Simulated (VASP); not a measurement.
# TaN (P-62m) in VASP: further runs

One crystal, TaN, is run at these levels: PBE+U; tasks: single point.

Program: VASP 6.6.1. These are calculated values, not measurements. Logs are shortened: lines on timing, memory, paths and dates and some standing lists are left out, and cuts for length are marked.

**1. The structure**

It takes space group P-62m (No. 189, hexagonal). The conventional cell has a = 5.196 Å, b = 5.196 Å, c = 2.911 Å, α = 90.00°, β = 90.00°, γ = 120.00°. Around Ta (site symmetry -6) lie 6 N at 2.16 Å. Ta (site symmetry -62m) has 3 N at 2.04 Å as nearest neighbours. N (site symmetry m2m) is surrounded by 5 Ta at 2.04 to 2.16 Å.

**2. Single point, PBE+U, collinear spin, typed start**

Input file INCAR:

```
SYSTEM = TaN
ALGO = Normal ; EDIFF = 1E-6
ENCUT = 520 ; GGA = PE
ISIF = 2 ; ISMEAR = 0
ISPIN = 2 ; LASPH = .True.
LCHARG = .True. ; LDAU = .True.
LDAUJ = 0 0 ; LDAUL = 2 -1
LDAUPRINT = 1 ; LDAUTYPE = 2
LDAUU = 3 0 ; LELF = .True.
LMAXMIX = 4 ; LORBIT = 11
LREAL = .False. ; LVHAR = .True.
LWAVE = .False. ; MAGMOM = 2 2 2 0 0 0
NBANDS = 37 ; NELM = 150
PREC = Accurate ; SIGMA = 0.05
```

Input file KPOINTS:

```
k-points
0
Gamma
  4 4 6
  0 0 0
```

Input file POSCAR:

```
TaN
1.0
    5.1960001500      0.0000000000      0.0000000000
   -2.5980000800      4.4998681300      0.0000000000
    0.0000000000      0.0000000000      2.9109996000
Ta N
3 3
Direct
    0.3333333333      0.6666666667      0.5000000000
    0.6666666667      0.3333333333      0.5000000000
    0.0000000000      0.0000000000      0.0000000000
    0.3928500000      0.0000000000      0.0000000000
    0.6071500000      0.6071500000      0.0000000000
    0.0000000000      0.3928500000      0.0000000000
```

Potentials or basis: VASP PAW PBE potentials, release 64 (Ta_pv, N).

Launch:

```bash
$ cat potpaw_PBE.64/Ta_pv/POTCAR potpaw_PBE.64/N/POTCAR > POTCAR
$ mpirun -np 1 vasp_std > vasp.out
```

OUTCAR:

```text
SYSTEM = TaN
   EDIFF = 1E-6
   ENCUT = 520
   GGA = PE
   ISIF = 2
   ISMEAR = 0
   ISPIN = 2
   LASPH = .True.
   LORBIT = 11
   LREAL = .False.
   NELM = 150
   PREC = Accurate

 ion  position               nearest neighbor table
   1  0.333  0.667  0.500-   6 2.16   6 2.16   5 2.16   5 2.16   4 2.16   4 2.16   2 3.00   2 3.00
                             2 3.00   3 3.33   3 3.33   3 3.33   3 3.33   3 3.33   3 3.33
   2  0.667  0.333  0.500-   6 2.16   6 2.16   4 2.16   4 2.16   5 2.16   5 2.16   1 3.00   1 3.00
                             1 3.00   3 3.33   3 3.33   3 3.33   3 3.33   3 3.33   3 3.33
   3  0.000  0.000  0.000-   5 2.04   4 2.04   6 2.04   2 3.33   2 3.33   1 3.33   1 3.33   1 3.33
                             2 3.33   2 3.33   1 3.33   2 3.33   2 3.33   1 3.33   1 3.33
   4  0.393  0.000  0.000-   3 2.04   2 2.16   2 2.16   1 2.16   1 2.16
   5  0.607  0.607  0.000-   3 2.04   1 2.16   1 2.16   2 2.16   2 2.16
   6  0.000  0.393  0.000-   3 2.04   2 2.16   2 2.16   1 2.16   1 2.16

  LATTYP: Found a hexagonal cell.
 ALAT       =     5.1960001500
 C/A-ratio  =     0.5602385520

  Lattice vectors:

 A1 = (   5.1960001500,   0.0000000000,   0.0000000000)
 A2 = (  -2.5980000800,   4.4998681300,   0.0000000000)
 A3 = (   0.0000000000,   0.0000000000,   2.9109996000)

Analysis of symmetry for initial positions (statically):
=====================================================================
 Subroutine PRICEL returns:
 Original cell was already a primitive cell.

 Routine SETGRP: Setting up the symmetry group for a
 hexagonal supercell.

 Subroutine GETGRP returns: Found 12 space group operations
 (whereof 12 operations were pure point group operations)
 out of a pool of 24 trial point group operations.

The static configuration has the point symmetry D_3h.

Analysis of symmetry for dynamics (positions and initial velocities):
=====================================================================
 Subroutine PRICEL returns:
 Original cell was already a primitive cell.

 Routine SETGRP: Setting up the symmetry group for a
 hexagonal supercell.

 Subroutine GETGRP returns: Found 12 space group operations
 (whereof 12 operations were pure point group operations)
 out of a pool of 24 trial point group operations.

The dynamic configuration has the point symmetry D_3h.

Analysis of structural, dynamic, and magnetic symmetry:
=====================================================================
 Subroutine PRICEL returns:
 Original cell was already a primitive cell.

 Routine SETGRP: Setting up the symmetry group for a
 hexagonal supercell.

 Subroutine GETGRP returns: Found 12 space group operations
 (whereof 12 operations were pure point group operations)
 out of a pool of 24 trial point group operations.

The overall configuration has the point symmetry D_3h.

 Subroutine INISYM returns: Found 12 space group operations
 (whereof 12 operations are pure point group operations),
 and found     1 'primitive' translations

----------------------------------------------------------------------------------------

                                     Primitive cell

  volume of cell :      68.0630

  direct lattice vectors                    reciprocal lattice vectors
     5.196000150  0.000000000  0.000000000     0.192455730  0.111114367  0.000000000
    -2.598000080  4.499868130  0.000000000     0.000000000  0.222228735  0.000000000
     0.000000000  0.000000000  2.910999600     0.000000000  0.000000000  0.343524609

  length of vectors
     5.196000150  5.196000154  2.910999600     0.222228735  0.222228735  0.343524609

  position of ions in fractional coordinates (direct lattice)
     0.333333333  0.666666667  0.500000000
     0.666666667  0.333333333  0.500000000
     0.000000000  0.000000000  0.000000000
     0.392850000  0.000000000  0.000000000
     0.607150000  0.607150000  0.000000000
     1.000000000  0.392850000  0.000000000

  ion indices of the primitive-cell ions
   primitive index   ion index
                 1           1
                 2           2
                 3           3
                 4           4
                 5           5
                 6           6

----------------------------------------------------------------------------------------

 KPOINTS: k-points

Automatic generation of k-mesh.
 Grid dimensions read from file:
 generate k-points for:    4    4    6

 Generating k-lattice:

  Cartesian coordinates                     Fractional coordinates (reciprocal lattice)
     0.048113932  0.027778592  0.000000000     0.250000000 -0.000000000  0.000000000
[... 44 lines left out ...]
   ISPIN  =      2    spin polarized calculation?
   LNONCOLLINEAR =      F non collinear calculations
   LSORBIT =      F    spin-orbit coupling
   LASPH  =      T    aspherical Exc in radial PAW
   ENCUT  =  520.0 eV  38.22 Ry    6.18 a.u.   9.66  9.66  5.41*2*pi/ulx,y,z
   NELM   =    150;   NELMIN=  2; NELMDL= -5     # of ELM steps
   EDIFF  = 0.1E-05   stopping-criterion for ELM
   LREAL  =      F    real-space projection
   EDIFFG = 0.1E-04   stopping-criterion for IOM
   NSW    =      0    number of steps for IOM
   IBRION =     -1    ionic relax: 0-MD 1-quasi-New 2-CG
   NFREE  =      0    steps in history (QN), initial steepest desc. (CG)
   ISIF   =      2    stress and relaxation
   ISYM   =      2    0-nonsym 1-usesym 2-fastsym
   POTIM  = 0.5000    time-step for ionic-motion
   TEBEG  =    0.0;   TEEND  =   0.0 temperature during run
   PSTRESS=    0.0 pullay stress
   NELECT =      48.0000    total number of electrons
   NUPDOWN=      -1.0000    fix difference up-down
   EMIN   =  10.00;   EMAX   =-10.00  energy-range for DOS
   EFERMI =   0.00;   METHOD = LEGACY
   ISMEAR =     0;   SIGMA  =   0.05  broadening in eV -4-tet -1-fermi 0-gaus
   EFERMI_NEDOS =   21; number of points for ismear=-14 and -15
   IALGO  =     38    algorithm
   IMIX   =      4    mixing-type and parameters
     AMIX     =   0.40;   BMIX     =  1.00
     AMIX_MAG =   1.60;   BMIX_MAG =  1.00
  volume/ion in A,a.u.               =      11.34        76.55
  Fermi-wavevector in a.u.,A,eV,Ry     =   1.457197  2.753703 28.890918  2.123423
  Thomas-Fermi vector in A             =   2.574026
   LORBIT       =     11    0 simple, 1 ext, 2 COOP (PROOUT), +10 PAW based schemes
 LDA+U is selected, type is set to LDAUTYPE =  2
   angular momentum for each species LDAUL =     2   -1
   U (eV)           for each species LDAUU =   3.0  0.0
   J (eV)           for each species LDAUJ =   0.0  0.0
   GGA     = PE    functional components
   LHFCALC =     F    Hartree Fock is set to
   AEXX    =    0.0000 exact exchange contribution
   IVDW    =     0    specifies the selected vdW correction
   LEPSILON=     F    determine dielectric tensor
   LRPA    =     F    only Hartree local field effects (RPA)
 spin polarized calculation
 Gauss-broadening in eV      SIGMA  =   0.05
  energy-cutoff  :      520.00
  volume of cell :       68.06
 maximum number of plane-waves:      1858
 NGX is ok and might be reduce to    40
   NGX = 19   NGY = 19   NGZ = 11

 number of electron      48.0000001 magnetization       0.0071403

atom =   1  type =  1  l = 2

 onsite density matrix

spin component  1
[... 83 lines left out ...]
  o =  0.1869  v =  0.0000 -0.5583  0.0000 -0.8296 -0.0000  0.0000  0.0000  0.0000  0.0000  0.0000      0.0000  0.0000  0.0000  0.0000  0.0000  0.0000  0.0000  0.0000  0.0000  0.0000
  o =  0.1869  v = -0.0000 -0.8296  0.0000  0.5583 -0.0000  0.0000  0.0000  0.0000  0.0000  0.0000      0.0000  0.0000  0.0000  0.0000  0.0000  0.0000  0.0000  0.0000  0.0000  0.0000
  o =  0.1869  v =  0.0000  0.0000  0.0000  0.0000  0.0000  0.0000 -0.5583  0.0000 -0.8296 -0.0000      0.0000  0.0000  0.0000  0.0000  0.0000  0.0000  0.0000  0.0000  0.0000  0.0000
  o =  0.1869  v =  0.0000  0.0000  0.0000  0.0000  0.0000 -0.0000 -0.8296  0.0000  0.5583 -0.0000      0.0000  0.0000  0.0000  0.0000  0.0000  0.0000  0.0000  0.0000  0.0000  0.0000
  o =  0.2338  v =  0.8563  0.0000 -0.0000 -0.0000 -0.5165  0.0000  0.0000  0.0000  0.0000  0.0000      0.0000  0.0000  0.0000  0.0000  0.0000  0.0000  0.0000  0.0000  0.0000  0.0000
  o =  0.2338  v =  0.5165 -0.0000 -0.0000  0.0000  0.8563  0.0000  0.0000  0.0000  0.0000  0.0000      0.0000  0.0000  0.0000  0.0000  0.0000  0.0000  0.0000  0.0000  0.0000  0.0000
  o =  0.2338  v =  0.0000  0.0000  0.0000  0.0000  0.0000 -0.6243 -0.0000  0.0000  0.0000  0.7811      0.0000  0.0000  0.0000  0.0000  0.0000  0.0000  0.0000  0.0000  0.0000  0.0000
  o =  0.2338  v =  0.0000  0.0000  0.0000  0.0000  0.0000 -0.7811  0.0000  0.0000 -0.0000 -0.6243      0.0000  0.0000  0.0000  0.0000  0.0000  0.0000  0.0000  0.0000  0.0000  0.0000
  o =  0.3299  v = -0.0000 -0.0000 -1.0000  0.0000 -0.0000  0.0000  0.0000  0.0000  0.0000  0.0000      0.0000  0.0000  0.0000  0.0000  0.0000  0.0000  0.0000  0.0000  0.0000  0.0000
  o =  0.3300  v =  0.0000  0.0000  0.0000  0.0000  0.0000 -0.0000 -0.0000 -1.0000  0.0000 -0.0000      0.0000  0.0000  0.0000  0.0000  0.0000  0.0000  0.0000  0.0000  0.0000  0.0000

 number of electron      48.0000001 magnetization      -0.0000041

 Free energy of the ion-electron system (eV)
  ---------------------------------------------------
  ext. energy  EPLUGINS =         0.00000000
  ---------------------------------------------------
  free energy    TOTEN  =       -59.31877495 eV

  energy without entropy =      -59.31533029  energy(sigma->0) =      -59.31705262

 E-fermi :   8.7922     XC(G=0): -13.0188

 val. band max:        8.7376818248   @ k =   0.0000   0.0000   0.3333
 cond. band min:       8.8064505624   @ k =   0.2500  -0.0000   0.1667
 fundamental gap:      0.0687687376
 Fermi energy:         8.7921654968

 spin component 1

 k-point     1 :       0.0000    0.0000    0.0000
  band No.  band energies     occupation
      1     -28.1891      1.00000
      2     -28.1891      1.00000
      3     -27.8428      1.00000
      4     -27.8428      1.00000
      5     -27.6475      1.00000
      6     -27.5437      1.00000
[... 613 lines left out ...]
     35      14.8028      0.00000
     36      15.1468      0.00000
 Fermi energy:         8.7921654968

 spin component 2

 k-point     1 :       0.0000    0.0000    0.0000
  band No.  band energies     occupation
      1     -28.1890      1.00000
      2     -28.1890      1.00000
      3     -27.8427      1.00000
      4     -27.8427      1.00000
      5     -27.6474      1.00000
      6     -27.5437      1.00000
[... 613 lines left out ...]
     35      14.8028      0.00000
     36      15.1468      0.00000
 [bands above 36 left out]

------------------------ aborting loop because EDIFF is reached ----------------------------------------

  FORCE on cell =-STRESS in cart. coord.  units (eV):
  Direction    XX          YY          ZZ          XY          YZ          ZX
  --------------------------------------------------------------------------------------
  -------------------------------------------------------------------------------------
  Total        6.0007907      6.0007907      6.9067095     -0.0000000      0.0000000      0.0000000
  in kB      141.2563470    141.2563471    162.5813343     -0.0000002      0.0000000      0.0000000
  external PRESSURE =     148.3646761 kB  Pullay stress =       0.0000000 kB

 VOLUME and BASIS-vectors are now :
 -----------------------------------------------------------------------------
  energy-cutoff  :      520.00
  volume of cell :       68.06
      direct lattice vectors                 reciprocal lattice vectors
     5.196000150  0.000000000  0.000000000     0.192455730  0.111114367  0.000000000
    -2.598000080  4.499868130  0.000000000     0.000000000  0.222228735  0.000000000
     0.000000000  0.000000000  2.910999600     0.000000000  0.000000000  0.343524609

 POSITION                                       TOTAL-FORCE (eV/Angst)
 -----------------------------------------------------------------------------------
     -0.00000      2.99991      1.45550        -0.000000     -0.000000      0.000000
      2.59800      1.49996      1.45550        -0.000000     -0.000000      0.000000
      0.00000      0.00000      0.00000        -0.000000     -0.000000      0.000000
      2.04125      0.00000      0.00000         0.244890     -0.000000     -0.000000
      1.57738      2.73209      0.00000        -0.122445     -0.212081      0.000000
     -1.02062      1.76777      0.00000        -0.122445      0.212081      0.000000
 -----------------------------------------------------------------------------------
    total drift:                               -0.000002     -0.000003      0.000000

  FREE ENERGIE OF THE ION-ELECTRON SYSTEM (eV)
  ---------------------------------------------------
  free  energy   TOTEN  =       -59.3187749453 eV

  energy  without entropy=      -59.3153302910  energy(sigma->0) =      -59.31705262

 total charge

# of ion       s       p       d       tot
------------------------------------------
    1        0.304   6.277   2.268   8.850
    2        0.304   6.277   2.268   8.850
    3        0.350   6.240   2.294   8.885
    4        1.240   2.588   0.000   3.828
    5        1.240   2.588   0.000   3.828
    6        1.240   2.588   0.000   3.828
--------------------------------------------------
tot          4.680  26.560   6.830  38.070

 magnetization (x)

# of ion       s       p       d       tot
------------------------------------------
    1        0.000   0.000  -0.000   0.000
    2        0.000   0.000  -0.000   0.000
    3        0.000   0.000  -0.000  -0.000
    4       -0.000   0.000   0.000   0.000
    5       -0.000   0.000   0.000   0.000
    6       -0.000   0.000   0.000   0.000
--------------------------------------------------
tot         -0.000   0.000  -0.000   0.000
```

Wall time 88 s (1 thread of AMD EPYC 7R13 (Zen 3), shared host); peak memory 0.22 GiB.

Results:

* Free energy: -59.3188 eV
* Pressure: 14.8 GPa
* Largest force: 0.245 eV/Å
* Band gap on the k mesh: none (metal or under the smearing width)
* Net moment: 0.00 μB per cell
* Valence electrons inside the program's atomic spheres: Ta 8.85, 8.88; N 3.83

Forces in eV/Å, atoms in the order of the input:
```
Ta   0.000  0.000  0.000
Ta   0.000  0.000  0.000
Ta   0.000  0.000  0.000
N    0.245  0.000  0.000
N   -0.122 -0.212  0.000
N   -0.122  0.212  0.000
```

Stress tensor (GPa, compression positive):
```
14.13  0.00  0.00
 0.00 14.13  0.00
 0.00  0.00 16.26
```

Eigenvalues of the final occupation matrices:
```tsv
site	spin	trace	eigenvalues
site 1 d	1	1.16	0.21 0.21 0.23 0.23 0.28
site 1 d	2	1.16	0.21 0.21 0.23 0.23 0.28
site 2 d	1	1.16	0.21 0.21 0.23 0.23 0.28
site 2 d	2	1.16	0.21 0.21 0.23 0.23 0.28
site 3 d	1	1.17	0.19 0.19 0.23 0.23 0.33
site 3 d	2	1.17	0.19 0.19 0.23 0.23 0.33
```

The run has no spin-orbit coupling, so splittings on Ta are missing. The state reached can hang on the start; a lower one may exist.

(Part 1 of 2 ends here.)
